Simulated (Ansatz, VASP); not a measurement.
# WS2: VASP beside Ansatz, part 2 of 2

One calculation is typed for both programs; each brings its own data sets and cutoff. How far apart do they land?  Other levels of theory on this material are compared in a session of their own.

VASP 6.6.1 and Ansatz 0.2.0.

So far. Step 4 (Comparison): The forces differ by 13 meV/Å r.m.s., which is 14.6 % of the r.m.s. force of 0.09 eV/Å (both taken over all components). A gap on the mesh is an upper bound, since the band edges may lie between its points; neither run holds spin-orbit coupling, which can move the band edges of a compound of W.

## Step 6: VASP: single point, RPBE

Level of this step: RPBE, no spin polarisation; plane waves and PAW (S, W) (VASP).

With cell and atoms fixed, the geometry can't cause a difference; cores, projectors, grids and the points listed under the comparison can.

File INCAR:

```
SYSTEM = WS2
PREC = Normal
ENCUT = 350
EDIFF = 1E-06
NELM = 120
ISMEAR = 0
SIGMA = 0.05
LREAL = .FALSE.
ALGO = Normal
GGA = RP
NBANDS = 15
LASPH = .TRUE.
LORBIT = 11
LWAVE = .FALSE.
LCHARG = .FALSE.
KPAR = 4
IDIPOL = 3
LDIPOL = .TRUE.
DIPOL = 0.5 0.5 0.5
LVHAR = .TRUE.
LVACPOTAV = .TRUE.
```

File POSCAR:

```
WS2
1.0
    3.1800000000      0.0000000000      0.0000000000
   -1.5900000000      2.7539607840      0.0000000000
    0.0000000000      0.0000000000     18.1250000000
S W
2 1
Direct
    0.6666666670      0.3333333330      0.5862068970
    0.6666666670      0.3333333330      0.4137931030
    0.3333333330      0.6666666670      0.5000000000
```

File KPOINTS:

```
Automatic mesh
0
Gamma
9 9 1
0 0 0
```

PAW data sets: S and W (PBE family, release 64).

Launch:

```console
> mpirun -np 4 vasp_std
```

Numbers of over 12 decimals in the logs are rounded to 6 here.

Log:

```text
[banner, memory and clock lines left out]
running    4 mpi-ranks, on    1 nodes
[...]
[... a notice as in an earlier step ...]

 LDA part: xc-table for (Slater+PW92), standard interpolation
 POSCAR, INCAR and KPOINTS ok, starting setup
[...]
entering main loop
       N       E                     dE             d eps       ncg     rms          rms(c)
DAV:   1     0.102956537757E+03    0.10296E+03   -0.52594E+03   360   0.662E+02
DAV:   2    -0.127775258227E+02   -0.11573E+03   -0.10967E+03   552   0.167E+02
DAV:   3    -0.237672495515E+02   -0.10990E+02   -0.10899E+02   507   0.588E+01
DAV:   4    -0.239528311981E+02   -0.18558E+00   -0.18528E+00   437   0.943E+00
[...]
DAV:  20    -0.225216627480E+02   -0.67677E-05   -0.38574E-07   328   0.250E-03    0.118E-03
DAV:  21    -0.225216644252E+02   -0.16771E-05   -0.11252E-07   376   0.132E-03    0.574E-04
DAV:  22    -0.225216647966E+02   -0.37145E-06   -0.24825E-08   320   0.767E-04
 [... a notice as in an earlier step ...]

   1 F= -.22521665E+02 E0= -.22521665E+02  d E =-.237546E-17
```

From OUTCAR (step 6):

```text
  Total        1.0247226      1.0247226      0.9626655      0.0000000     -0.0000000      0.0000000
  in kB       10.3431781     10.3431781      9.7167967      0.0000000     -0.0000000      0.0000000
  external PRESSURE =      10.1343843 kB  Pullay stress =       0.0000000 kB

 POSITION                                       TOTAL-FORCE (eV/Angst)
 -----------------------------------------------------------------------------------
      1.59000      0.91799     10.62500        -0.000000      0.000000      0.333996
      1.59000      0.91799      7.50000        -0.000000      0.000000     -0.333996
     -0.00000      1.83597      9.06250         0.000000     -0.000000      0.000000
 -----------------------------------------------------------------------------------
    total drift:                               -0.000002      0.000001      0.000000

  FREE ENERGIE OF THE ION-ELECTRON SYSTEM (eV)
  ---------------------------------------------------
  free  energy   TOTEN  =       -22.5216647966 eV

  energy  without entropy=      -22.5216647966  energy(sigma->0) =      -22.52166480

[... 2 parts as in an earlier step ...]

[... 1 further part left out ...]
[key lines of the parts left out:]
E-fermi :  -1.4794
```

## Step 7: Ansatz: single point, RPBE

The same cell, functional, mesh and smearing now go to Ansatz, which takes its cutoff from its data sets.

File input.yaml:

```yaml
crystal:
  lattice:
    - [3.18, 0.0, 0.0]
    - [-1.59, 2.753960784, 0.0]
    - [0.0, 0.0, 18.125]
  atoms:
    - { symbol: S, position: [0.666666667, 0.333333333, 0.586206897] }
    - { symbol: S, position: [0.666666667, 0.333333333, 0.413793103] }
    - { symbol: W, position: [0.333333333, 0.666666667, 0.5] }
hamiltonian:
  xc: rpbe
  pseudopotentials: { kind: paw }
kpoints:
  mp_grid: { grid: [9, 9, 1] }
scf:
  occupations: { method: gaussian, width: 0.05 }
  n_extra_bands: 4
efield:
  axis: 3
  dipole_correction: true
  ramp_width: 0.04
output:
  forces: true
  eigenvalues: true
```

Launch:

```console
> ansatz run input.yaml --threads 2 --pin off --max-ram 4608MiB --backend cpu --events-out ev --progress --plain --runs-dir out
```

Log:

```text
[...]
Crystal: 3 atoms, lattice volume = 158.731 Å³
Basis set: ecut = 420 eV, 3085 PW (Γ), exchange–correlation on 48×48×250 points (8 copies of the dense FFT grid, shifted against one another)
Bands: 17, of which v1, the nominal top of the filled ones, is band 13 counted from 1 (12 counted from 0)
Symmetry: 6 space group operations
[...]
k-point 0: bands = [... 9 lower, -2.0861, -1.6449, -1.6449, -0.0134, 2.9045, 2.9045, 3.0721, 3.0721]
  k-point 1: bands = [... 9 lower, -2.6914, -1.9482, -1.3763, -0.1342, 2.6492, 2.7864, 2.9005, 3.2679]
  k-point 2: bands = [... 9 lower, -2.5583, -2.1890, -1.5487, -0.6696, 2.3356, 2.6177, 3.0552, 3.9720]
  k-point 11: bands = [... 9 lower, -3.9130, -3.2375, -2.3691, 0.0071, 1.8234, 3.4178, 4.0819, 5.5921]
[key lines of the parts left out:]
SCF converged after 8 iterations
Free energy (F): -12211.053549 eV
Fermi energy:    0.915239 eV
Dipole field:    D = -0.000013 V/Å  (p = -0.000012 e·Å, saw-weighted, corrected)
Work function:   Φ+ = 4.7209 eV   Φ− = 4.7207 eV
```

Wall time 5.3 s (2 threads of Arm Neoverse N1, shared host); peak memory 0.35 GiB.

## Step 8: Side by side

Compared:

| quantity | Ansatz | VASP | difference |
| --- | --- | --- | --- |
| gap on the k mesh (eV) | 1.816 | 1.806 | +0.011 |

Forces (eV/Å; atoms numbered as in POSCAR):

| atom | Ansatz x, y, z | VASP x, y, z |
| --- | --- | --- |
| S1 | 0.000, 0.000, 0.410 | 0.000, 0.000, 0.334 |
| S2 | 0.000, 0.000, -0.410 | 0.000, 0.000, -0.334 |
| W3 | 0.000, 0.000, 0.000 | 0.000, 0.000, 0.000 |

The forces differ by 36 meV/Å r.m.s., which is 22.7 % of the r.m.s. force of 0.16 eV/Å (both taken over all components). A gap on the mesh is an upper bound, since the band edges may lie between its points; neither run holds spin-orbit coupling, which can move the band edges of a compound of W.

## Step 9: Further runs

Further runs change the set-up of one program: Ansatz's method, potentials or start, or VASP's data sets, cutoff or form of LDA. The table gives Ansatz less VASP for each quantity, since a change that brings one quantity closer may part another.

| run | r.m.s. force difference (meV/Å) | gap on the k mesh (eV) |
| --- | --- | --- |
| as above | 36 | 0.011 |
| cores kept as stored | 34 | 0.011 |
| Ansatz's larger PAW set (cutoff 880 eV) | 40 | 0.011 |
| norm-conserving potentials (cutoff 1007 eV) | 17 | 0.011 |

## Step 10: VASP: single point, PBE, spin-orbit coupling

A single point gives forces, pressure and levels at one fixed geometry, so differences don't come from the geometry; what else differs is listed under the comparison.

Changes to INCAR since step 6:

```diff
@@ -9,5 +9,10 @@
 ALGO = Normal
-GGA = RP
-NBANDS = 15
+GGA = PE
+LNONCOLLINEAR = .TRUE.
+MAGMOM = 0 0 0 0 0 0 0 0 0
+NBANDS = 30
+GGA_COMPAT = .FALSE.
 LASPH = .TRUE.
+LSORBIT = .TRUE.
+LMAXMIX = 4
 LORBIT = 11
```

POSCAR is that of step 6.

KPOINTS is that of step 6.

Launch:

```console
> mpirun -np 4 vasp_ncl
```

Log:

```text
[banner, memory and clock lines left out]
running    4 mpi-ranks, on    1 nodes
[...]
LDA part: xc-table for (Slater+PW92), standard interpolation
 POSCAR, INCAR and KPOINTS ok, starting setup
[...]
entering main loop
       N       E                     dE             d eps       ncg     rms          rms(c)
DAV:   1     0.107896289870E+03    0.10790E+03   -0.52523E+03  1140   0.672E+02
DAV:   2    -0.115511827814E+02   -0.11945E+03   -0.11311E+03  1660   0.176E+02
DAV:   3    -0.250102756991E+02   -0.13459E+02   -0.13324E+02  1578   0.647E+01
DAV:   4    -0.253119219733E+02   -0.30165E+00   -0.30059E+00  1540   0.116E+01
[...]
DAV:  21    -0.238764703921E+02   -0.95812E-05   -0.36749E-07  1176   0.184E-03    0.165E-03
DAV:  22    -0.238764741788E+02   -0.37867E-05   -0.14200E-07  1080   0.122E-03    0.252E-04
DAV:  23    -0.238764747255E+02   -0.54662E-06   -0.22740E-08   886   0.522E-04
 [... a notice as in an earlier step ...]

   1 F= -.23876475E+02 E0= -.23876475E+02  d E =-.582563E-17  mag=     0.0000     0.0000    -0.0000
```

From OUTCAR (step 10):

```text
  Total        0.1718283      0.1718283      0.4344161      0.0000000      0.0000000      0.0000000
  in kB        1.7343729      1.7343729      4.3848382      0.0000000      0.0000000      0.0000000
  external PRESSURE =       2.6178613 kB  Pullay stress =       0.0000000 kB

 POSITION                                       TOTAL-FORCE (eV/Angst)
 -----------------------------------------------------------------------------------
      1.59000      0.91799     10.62500         0.000000     -0.000000      0.164483
      1.59000      0.91799      7.50000        -0.000000      0.000000     -0.164483
     -0.00000      1.83597      9.06250        -0.000000      0.000000      0.000000
 -----------------------------------------------------------------------------------
    total drift:                               -0.000001      0.000001      0.000000

  FREE ENERGIE OF THE ION-ELECTRON SYSTEM (eV)
  ---------------------------------------------------
  free  energy   TOTEN  =       -23.8764747255 eV

  energy  without entropy=      -23.8764747255  energy(sigma->0) =      -23.87647473

 magnetization (x)
# of ion       s       p       d       tot
------------------------------------------
    1       -0.000   0.000   0.000  -0.000
    2       -0.000   0.000   0.000  -0.000
    3        0.000   0.000  -0.000  -0.000
--------------------------------------------------
tot         -0.000   0.000  -0.000  -0.000

 magnetization (y)
# of ion       s       p       d       tot
------------------------------------------
    1        0.000  -0.000   0.000  -0.000
    2       -0.000   0.000   0.000  -0.000
    3        0.000  -0.000   0.000  -0.000
--------------------------------------------------
tot          0.000  -0.000   0.000  -0.000

 magnetization (z)
# of ion       s       p       d       tot
------------------------------------------
    1       -0.000   0.000   0.000   0.000
    2       -0.000   0.000   0.000   0.000
    3        0.000  -0.000   0.000  -0.000
--------------------------------------------------
tot         -0.000   0.000   0.000   0.000

[... 1 part as in an earlier step ...]

[... 2 further parts left out ...]
[key lines of the parts left out:]
E-fermi :  -1.3646
```

## Step 11: Ansatz: single point, PBE, spin-orbit coupling

The same cell, functional, mesh and smearing now go to Ansatz, which takes its cutoff from its data sets.

Changes to input.yaml since step 7:

```diff
@@ -10,4 +10,7 @@
 hamiltonian:
-  xc: rpbe
-  pseudopotentials: { kind: paw }
+  xc: pbe
+  pseudopotentials: { kind: paw_fr }
+magnetization:
+  noncollinear: true
+  spin_orbit: true
 kpoints:
@@ -16,3 +19,3 @@
   occupations: { method: gaussian, width: 0.05 }
-  n_extra_bands: 4
+  n_extra_bands: 8
 efield:
```

Launch:

```console
> ansatz run input.yaml --threads 2 --pin off --max-ram 4608MiB --backend cpu --events-out ev --progress --plain --runs-dir out
```

Log:

```text
[...]
non-collinear run that drives no moment, with spin-orbit: no starting moment large enough to seed its density (crystal.atoms[].spin), no starting occupations that ask for one, no magnetisation constraint and no magnetic field, so the semilocal B_xc is pinned to zero
Crystal: 3 atoms, lattice volume = 158.731 Å³
[...]
k-point 1: bands = [... 22 lower, -1.4548, -1.4548, -0.2018, -0.2018, 2.4675, 2.4675, 2.7371, 2.7371, ... 4 higher]
  k-point 2: bands = [... 22 lower, -1.6236, -1.6236, -0.7391, -0.7391, 2.1646, 2.1646, 2.5755, 2.5755, ... 4 higher]
  k-point 11: bands = [... 22 lower, -2.4773, -2.4075, -0.2947, 0.1350, 1.6919, 1.7203, 3.2709, 3.2913, ... 4 higher]
[key lines of the parts left out:]
SCF converged after 10 iterations
Magnetization: |M| = 0.0000 μB,  M = (+0.0000, +0.0000, +0.0000) μB
Free energy (F): -12216.039468 eV
Fermi energy:    0.913454 eV
Dipole field:    D = 0.000016 V/Å  (p = 0.000014 e·Å, saw-weighted, corrected)
Work function:   Φ+ = 4.7246 eV   Φ− = 4.7250 eV
```

It took 24 s on 2 threads; peak memory 0.65 GiB; 41 s of CPU time.

## Step 12: Side by side

What differs besides the data sets and the points named for the pairs above, as far as they apply: spin-orbit coupling enters by fully relativistic files in Ansatz and inside the spheres in VASP; the data sets hold 26 valence electrons in Ansatz (fully relativistic PAW (standard-fr) files) and 18 in VASP. Total energies have different zeros and are not compared.

Both answers:

| quantity | Ansatz | VASP | difference |
| --- | --- | --- | --- |
| gap on the k mesh (eV) | 1.557 | 1.547 | +0.010 |

Forces (eV/Å; atoms numbered as in POSCAR):

| atom | Ansatz x, y, z | VASP x, y, z |
| --- | --- | --- |
| S1 | 0.000, 0.000, 0.221 | 0.000, 0.000, 0.164 |
| S2 | 0.000, 0.000, -0.221 | 0.000, 0.000, -0.164 |
| W3 | 0.000, 0.000, 0.000 | 0.000, 0.000, 0.000 |

The forces differ by 27 meV/Å r.m.s., which is 34.2 % of the r.m.s. force of 0.08 eV/Å (both taken over all components). A gap on the mesh is an upper bound, since the band edges may lie between its points.

## Step 13: Further runs

Further runs change the set-up of one program: Ansatz's method, potentials or start, or VASP's data sets, cutoff or form of LDA. The table gives Ansatz less VASP for each quantity, since a change that brings one quantity closer may part another.

| run | r.m.s. force difference (meV/Å) | gap on the k mesh (eV) |
| --- | --- | --- |
| as above | 27 | 0.010 |
| norm-conserving potentials (cutoff 1007 eV) | 38 | 0.012 |

## Step 14: Summary of results

| Item | Value |
| --- | --- |
| r.m.s. force difference (single point, PBEsol) | 13 meV/Å |
| r.m.s. force difference (single point, RPBE) | 36 meV/Å |
| r.m.s. force difference (single point, PBE, spin-orbit coupling) | 27 meV/Å |

In words: The r.m.s. force difference is 36 meV/Å (single point, RPBE), beyond the 12 meV/Å picked in this series as the mark of a large difference. For single point, PBEsol, no further run moves any of the tabulated differences by more than a quarter of its size. Single point, RPBE, norm-conserving potentials (cutoff 1007 eV): r.m.s. force difference goes from 36 to 17 meV/Å. Single point, PBE, spin-orbit coupling, norm-conserving potentials (cutoff 1007 eV): r.m.s. force difference goes from 27 to 38 meV/Å. 12 further runs of this series are not shown here. How closely two codes agree says nothing of how well the functional describes the real material.

[Lines on the potential files, build, host, timing and source positions are cut from VASP's logs without a mark.]

[Logs are printed without paths, hosts, clocks, repeated set-up lines and the standing remarks that a program may print on its own settings, such as how far it seeks lower states.]

[Hosts, paths, dates, database ids (printed as entryN), source tags and the programs' standing remarks are cut or masked in the printed files.]
